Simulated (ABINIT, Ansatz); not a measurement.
# KBr (Fm-3m): third-order response

Wanted: vibrational spectra of KBr (Fm-3m) from linear and non-linear response.

Main program and level: ABINIT 10.8.3; DFT LDA, scalar-relativistic, plane waves, PseudoDojo norm-conserving pseudopotentials.

Most raw output is cut from this account.

### Step 1. Starting point

It takes space group Fm-3m (No. 225, cubic). The conventional cell has a = 6.371 Å, b = 6.371 Å, c = 6.371 Å, α = 90.00°, β = 90.00°, γ = 90.00°. Nearest to K lie 6 Br at 3.19 Å. Br has 6 K at 3.19 Å nearest. Farther neighbours and most contacts between anions are not listed.

### Step 2. Relaxation

The harmonic expansion needs vanishing forces, and a free crystal bears no stress, so cell and atoms are brought to rest. Stress is more sensitive to the basis than forces are: the last 3 Ha under the cutoff are smoothed with ecutsm, and the cutoff is raised above that of the later runs.

The starting cell comes from a relaxation made beforehand in Ansatz (LDA, PseudoDojo NC).

relax.abi reads:

```
# relaxation
ionmov 2
optcell 2
dilatmx 1.08
ntime 40
tolmxf 1.0d-05
tolvrs 1.0d-14
prtwf 0
prtden 0
chksymtnons 0

# basis, mesh and filling
ecut 40.0
ecutsm 3.0
ngkpt 6 6 6
nshiftk 1
shiftk 0.0 0.0 0.0
istwfk *1
occopt 1
nband 8
nstep 100
diemac 9.0
prtebands 0
prtgsr 0

# cell and atoms
acell 8.512643202 8.512643202 8.512643202
rprim 
    -0.7071067812 0.0 0.7071067812
    0.0 0.7071067812 0.7071067812
    -0.7071067812 0.7071067812 0.0
ntypat 2
znucl 19 35
natom 2
typat 1 2
xred 
    0.0 0.0 0.0
    0.5 0.5 0.5
pp_dirpath "./pseudo"
pseudos "K.upf, Br.upf"
```

Launch:

```bash
$ OMP_NUM_THREADS=1 mpirun -n 4 abinit relax.abi > relax.log
```

Elapsed: 18 s, on 4 MPI ranks of Intel Xeon 6975P-C (Granite Rapids), shared host.

Little changed from the start: no atom moved by 0.005 Å and no cell edge by 0.1 %.

Read from the output:

```yaml
volume_per_atom: 32.31 Å³
pressure: 2.28e-6 GPa
```

### Step 3. Self-consistent run for the response

The response is built on these wavefunctions, so the potential is converged far more tightly than an energy would need. The mesh is shifted off Γ, since shifted meshes converge sums over the zone faster.

gs.abi reads:

```
# ground state
tolvrs 1.0d-16
prtden 1
prtwf 1

# basis, mesh and filling
ecut 32.0
ngkpt 4 4 4
nshiftk 4
shiftk 
    0.5 0.5 0.5
    0.5 0.0 0.0
    0.0 0.5 0.0
    0.0 0.0 0.5
istwfk *1
occopt 1
nband 8
nstep 100
diemac 9.0
prtebands 0
prtgsr 0

# cell and atoms
acell 8.511988667 8.511988667 8.511988667
rprim 
    -0.7071067812 0.0 0.7071067812
    0.0 0.7071067812 0.7071067812
    -0.7071067812 0.7071067812 0.0
ntypat 2
znucl 19 35
natom 2
typat 1 2
xred 
    0.0 0.0 0.0
    0.5 0.5 0.5
pp_dirpath "./pseudo"
pseudos "K.upf, Br.upf"
```

Launch:

```bash
$ OMP_NUM_THREADS=1 mpirun -n 4 abinit gs.abi > gs.log
```

It took 5 s on 4 MPI ranks; 19 s of CPU time.

Numbers from this step:

* pressure: -0.06257 GPa

The cell stands at -0.063 GPa, close enough for phonons.

### Step 4. The gap at rest

Empty bands on the ground state's density check that the gap assumed so far is there in this cell.

gap.abi reads:

```
# empty bands on the ground state's density
iscf -2
getden_filepath "gso_DEN"
tolwfr 1.0d-12
nbdbuf 2
prtwf 0

# basis, mesh and filling
ecut 32.0
ngkpt 6 6 6
nshiftk 1
shiftk 0.0 0.0 0.0
istwfk *1
occopt 1
nband 12
nstep 100
diemac 9.0
prtebands 0
prtgsr 0

# cell and atoms
acell 8.511988667 8.511988667 8.511988667
rprim 
    -0.7071067812 0.0 0.7071067812
    0.0 0.7071067812 0.7071067812
    -0.7071067812 0.7071067812 0.0
ntypat 2
znucl 19 35
natom 2
typat 1 2
xred 
    0.0 0.0 0.0
    0.5 0.5 0.5
pp_dirpath "./pseudo"
pseudos "K.upf, Br.upf"
```

Launch:

```bash
$ OMP_NUM_THREADS=1 mpirun -n 4 abinit gap.abi > gap.log
```

Elapsed: 5.3 s, on 4 MPI ranks; 20 s of CPU time.

Read from the output:

| Property | Result |
| --- | --- |
| gap on the k-mesh | 4.324 eV |

In this cell the gap on the mesh is 4.3 eV, direct, so fixed occupations hold.

### Step 5. Linear response at Γ

The derivative of the wavefunctions by k comes first, since the response to a field is built on it; then the field and the displacements that symmetry doesn't supply are solved at q = 0. By the 2n+1 theorem the first-order wavefunctions also give third derivatives: Raman tensors and the non-linear susceptibility.

It reads the wavefunctions written in step 3.

dfpt_gamma.abi reads:

```
ndtset 3

# common to the responses
getwfk_filepath "gso_WFK"
kptopt 2
nqpt 1
qpt 0.0 0.0 0.0
asr 0
chneut 0

# d/dk
rfelfd1 2
rfdir1 1 1 1
iscf1 -3
tolwfr1 1.0d-20

# displacements, field
rfphon2 1
rfatpol2 1 2
rfdir2 1 1 1
rfelfd2 3
getddk2 1
tolvrs2 1.0d-10
prepanl2 1
prtden2 1

# third order
optdriver3 5
getden_filepath3 "gso_DEN"
get1den3 2
get1wf3 2
getddk3 1
d3e_pert1_elfd3 1
d3e_pert1_phon3 1
d3e_pert1_atpol3 1 2
d3e_pert1_dir3 1 1 1
d3e_pert2_elfd3 1
d3e_pert2_dir3 1 1 1
d3e_pert3_elfd3 1
d3e_pert3_dir3 1 1 1
usepead3 1
tolvrs3 1.0d-10

# basis, mesh and filling
ecut 32.0
ngkpt 4 4 4
nshiftk 4
shiftk 
    0.5 0.5 0.5
    0.5 0.0 0.0
    0.0 0.5 0.0
    0.0 0.0 0.5
istwfk *1
occopt 1
nband 8
nstep 100
diemac 9.0
prtebands 0
prtgsr 0

# cell and atoms
acell 8.511988667 8.511988667 8.511988667
rprim 
    -0.7071067812 0.0 0.7071067812
    0.0 0.7071067812 0.7071067812
    -0.7071067812 0.7071067812 0.0
ntypat 2
znucl 19 35
natom 2
typat 1 2
xred 
    0.0 0.0 0.0
    0.5 0.5 0.5
pp_dirpath "./pseudo"
pseudos "K.upf, Br.upf"
```

Launch:

```bash
$ OMP_NUM_THREADS=1 mpirun -n 4 abinit dfpt_gamma.abi > dfpt_gamma.log
```

It took 3.5 min on 4 MPI ranks; 14 min of CPU time.

This step gave:

| Quantity | Value |
| --- | --- |
| miss of the charge sum rule | 3.78e-4 e |
| largest acoustic frequency at the zone centre before the sum rule | 0.37 cm⁻¹ |
| highest optical zone-centre mode (no LO-TO term) | 130.0 cm⁻¹ |
| lowest optical zone-centre mode | 130.0 cm⁻¹ |
| mean high-frequency dielectric constant | 2.759 |
| largest Born charge in size (third of the trace) | 1.102 e |

Born charge (rows field, columns displacement), before the sum rule (e), principal values of the symmetric part by kind of site:

```csv
atom,atoms with these values,low,middle,high,mean
K1,1,1.10,1.10,1.10,1.10
Br2,1,-1.10,-1.10,-1.10,-1.10
```

In full for K1:

```
1.10 0.00 0.00
0.00 1.10 0.00
0.00 0.00 1.10
```

High-frequency dielectric tensor:

```
2.76 0.00 0.00
0.00 2.76 0.00
0.00 0.00 2.76
```

The acoustic modes at Γ come out as far as 0.4 cm⁻¹ from zero, where they should vanish, a small numerical error; the Born charges miss their sum rule by 3.8e-4 e, which is good.

### Step 6. Zone-centre analysis

anaddb reads the merged derivatives, imposes the acoustic sum rule and charge neutrality, and adds the LO-TO term along chosen directions.

anaddb.abi reads:

```
ddb_filepath "gamma_DDB"
output_file "anaddb.abo"
outdata_prefix "anaddb"
asr 1
chneut 1
enunit 2
eivec 1
nph1l 1
qph1l 0.0 0.0 0.0 1.0
dieflag 1
nph2l 3
qph2l 
    1.0 0.0 0.0 0.0
    0.0 0.0 1.0 0.0
    1.0 1.0 1.0 0.0
nlflag 1
ramansr 1
alphon 1
prtmbm 1
```

mrgddb.in reads:

```
gamma_DDB
merged
3
dfpt_gammao_DS2_DDB
dfpt_gammao_DS3_DDB
gso_DDB
```

Launch:

```bash
$ mrgddb < mrgddb.in > mrgddb.log
$ OMP_NUM_THREADS=1 anaddb anaddb.abi > anaddb.log
```

Elapsed: 1.1 s, on 1 thread.

This step gave:

- mean static dielectric constant: 4.842
- highest mode moved by the LO-TO term: 172.3 cm⁻¹

No LO-TO term; unit eigenvectors of the mass-weighted matrix, from anaddb's displacements. The modes at Γ (shares of kinetic energy by element, %):

```csv
mode,frequency (cm⁻¹),symmetry,K %,Br %
1,0.0,acoustic,33,67
2,0.0,acoustic,33,67
3,0.0,acoustic,33,67
4,130.0,T1u,67,33
5,130.0,T1u,67,33
6,130.0,T1u,67,33
```

Displacements in mode 6 (130.0 cm⁻¹), the largest set to 1:
```
K1   1.00  0.00  0.00
Br2 -0.49  0.00  0.00
```

Trace of the oscillator strength, degenerate modes summed. Infrared lines, with heights relative to the strongest:

```csv
position (cm⁻¹),lines merged,"IR intensity, relative"
130,3,100
```

Static dielectric tensor (ions relaxed, fixed cell):

```
4.84 0.00 0.00
0.00 4.84 0.00
0.00 0.00 4.84
```

The rule moves no optical mode by more than 0.1 cm⁻¹.

### Step 7. Sum rules set otherwise (asr 0)

Without the rule the raw error of the acoustic modes shows.

Changes to anaddb.abi since step 6:

```diff
@@ -3,4 +3,4 @@
 outdata_prefix "anaddb"
-asr 1
-chneut 1
+asr 0
+chneut 0
 enunit 2
```

mrgddb.in is that of step 6.

Run time: 1.1 s. Hardware: 1 thread.

Zone-centre frequencies as printed; negative means imaginary. Modes:

```csv
mode,frequency (cm⁻¹)
1,0.37
2,0.37
3,0.37
4,130
5,130
6,130
```

### Step 8. A second program

The same cell, potentials and cutoff go through another code, on another k mesh. Its k mesh is centred on Γ.

This step: DFT LDA, scalar-relativistic, plane waves, PseudoDojo norm-conserving pseudopotentials (Ansatz 0.2.0).

input.yaml reads:

```yaml
crystal:
  lattice:
    - [-3.1850567283, 0.0, 3.1850567283]
    - [0.0, 3.1850567283, 3.1850567283]
    - [-3.1850567283, 3.1850567283, 0.0]
  atoms:
    - { symbol: K, position: [0.0, 0.0, 0.0] }
    - { symbol: Br, position: [0.5, 0.5, 0.5] }
kpoints:
  mp_grid: { grid: [6, 6, 6] }
hamiltonian:
  xc: lda
  pseudopotentials: { kind: nc, accuracy: standard }
scf:
  occupations: { method: fixed }
output:
  eigenvalues: true
basis:
  ecutwfc: 870.764
phonons:
  method: dfpt
  dielectric: true
  rigid_motions: translations
  raman: true
```

Launch:

```bash
$ ansatz run input.yaml --threads 4 --pin off --max-ram 8192MiB --backend cpu --events-out ev --progress --plain --runs-dir out
```

It took 36 s on 4 threads; peak memory 1.2 GiB; 2.3 min of CPU time.

Numbers from this step:

- sum-rule residual before enforcement: 9.75e-4 eV/Å²
- miss of the charge sum rule: 2.33e-4 e
- estimated error of the dielectric tensor: 0.005303
- estimated error of the Born charges: 0.009636 e
- mean high-frequency dielectric constant: 2.760
- mean static dielectric constant: 4.845

Transverse modes. Infrared lines, with heights relative to the strongest:

```csv
position (cm⁻¹),label,"IR intensity ((D/Å)²/amu), degenerate modes summed, relative"
130,T1u,100
```

### Step 9. Side by side: ABINIT PseudoDojo and Ansatz, PseudoDojo

Worked out from the results:

```yaml
root_mean_square_difference: 0.01 cm⁻¹
largest_difference: 0.01 cm⁻¹
```

Frequencies side by side, by row:

```csv
q (reciprocal lattice),mode,ABINIT PseudoDojo (cm⁻¹),"Ansatz, PseudoDojo (cm⁻¹)"
0 0 0,1,0,0
0 0 0,2,0,0
0 0 0,3,0,0
0 0 0,4,130,130
0 0 0,5,130,130
0 0 0,6,130,130
```

The two runs side by side. Further quantities:

```csv
quantity,ABINIT PseudoDojo,"Ansatz, PseudoDojo"
mean ε∞,2.759,2.76
"largest Born charge in size (e; the first before, the second after the charge sum rule)",1.102,1.102
summed IR intensity ((D/Å)²/amu),3.201,3.203
summed Raman activity (Å⁴/amu),0,0
```

At the zone centre the largest difference (acoustic modes at Γ apart) is 0.008 % of the highest mode.

### Step 10. Results

| Quantity | Value |
| --- | --- |
| space group after relaxation | Fm-3m |
| volume per atom | 32.3 Å³ |
| highest optical zone-centre mode (no LO-TO term) | 130.0 cm⁻¹ |
| highest mode moved by the LO-TO term | 172.3 cm⁻¹ |
| mean high-frequency dielectric constant | 2.76 |
| largest Born charge in size (third of the trace) | 1.10 e |
| mean static dielectric constant | 4.84 |
| imaginary optical modes at the zone centre (no q mesh in this session) | none |
| largest difference from Ansatz, PseudoDojo | 0.01 cm⁻¹ |

What this shows: No mode is Raman active in this structure; the strongest infrared line lies at 130 cm⁻¹. At the LDA level the optical modes of KBr (Fm-3m) at the zone centre (no LO-TO term) lie at 130 cm⁻¹. Along the directions run, the highest mode that the macroscopic field moves lies at 172 cm⁻¹. Lattice motion raises the mean dielectric constant from 2.759 to 4.842. The Born charge of K is 1.102 e against a formal charge of +1, somewhat above it. The Lyddane-Sachs-Teller relation holds: (ωLO/ωTO)² is 1.75 and ε₀/ε∞ is 1.75. ABINIT PseudoDojo and Ansatz, PseudoDojo agree to 0.01 cm⁻¹ (0.008 % of the highest mode compared) on all solved modes but the acoustic ones at Γ, without the LO-TO term. These are harmonic frequencies at zero temperature: anharmonic shifts and linewidths and thermal expansion are left out. Ansatz warns that the cutoff lies 11 % under the one recommended for these files; agreement at one cutoff is not convergence.

[Host names and launcher messages were left out of these logs when they were recorded.]

[Logs are printed without paths, hosts, clocks, repeated set-up lines and the standing remarks that a program may print on its own settings, such as how far it seeks lower states.]

[Hosts, paths, dates, database ids (printed as entryN), source tags and the programs' standing remarks are cut or masked in the printed files.]
